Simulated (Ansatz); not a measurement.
Consider the cleavage of the Al–Si bond: `[CH3][AlH][SiH2][AlH2]` + `CCCS` → `CCC[S][AlH2]` + `[CH3][AlH][SiH3]`.

Isolated molecules relaxed with PBE0-D4/def2-TZVP in Ansatz; ΔE leaves out vibrations. CCSD(T)/CBS is the MP2 limit (def2-TZVPP, def2-QZVPP) plus CCSD(T) − MP2 in def2-TZVPP, frozen cores. DFT in def2-TZVPP. One conformer a species, not always the lowest.

```json
{"level": "r2SCAN-D4", "ΔE (kJ/mol)": "-93.3", "difference from CCSD(T)/CBS": "3.1"}
{"level": "ωB97X-V", "ΔE (kJ/mol)": "-95.5", "difference from CCSD(T)/CBS": "0.9"}
{"level": "ωB97M-V", "ΔE (kJ/mol)": "-99.6", "difference from CCSD(T)/CBS": "-3.2"}
{"level": "PBE", "ΔE (kJ/mol)": "-82.7", "difference from CCSD(T)/CBS": "13.7"}
{"level": "r2SCAN", "ΔE (kJ/mol)": "-93.0", "difference from CCSD(T)/CBS": "3.4"}
{"level": "MP2/def2-TZVPP", "ΔE (kJ/mol)": "-102.7", "difference from CCSD(T)/CBS": "-6.3"}
{"level": "SCS-MP2/def2-TZVPP", "ΔE (kJ/mol)": "-102.8", "difference from CCSD(T)/CBS": "-6.4"}
{"level": "HF/def2-QZVPP", "ΔE (kJ/mol)": "-106.6", "difference from CCSD(T)/CBS": "-10.2"}
{"level": "SCS-MP2/def2-QZVPP", "ΔE (kJ/mol)": "-104.3", "difference from CCSD(T)/CBS": "-7.9"}
{"level": "MP2/CBS(def2)", "ΔE (kJ/mol)": "-105.1", "difference from CCSD(T)/CBS": "-8.7"}
{"level": "CCSD(T)/CBS", "ΔE (kJ/mol)": "-96.4", "difference from CCSD(T)/CBS": "0"}
```

Largest T1 diagnostic among the species: 0.013.

From PBE to PBE0 (25 % exact exchange), in def2-TZVPP and without D4, ΔE moves by −3.6 kJ/mol. In def2-TZVPP, CCSD(T) changes the Hartree–Fock value by +12.5 kJ/mol (the triples alone add +0.7 kJ/mol) and MP2 by +3.8 kJ/mol.

CCSD(T)/CBS has its own doubt, a few kJ/mol and more with outer-core shells, so smaller differences from it don't rank the levels.
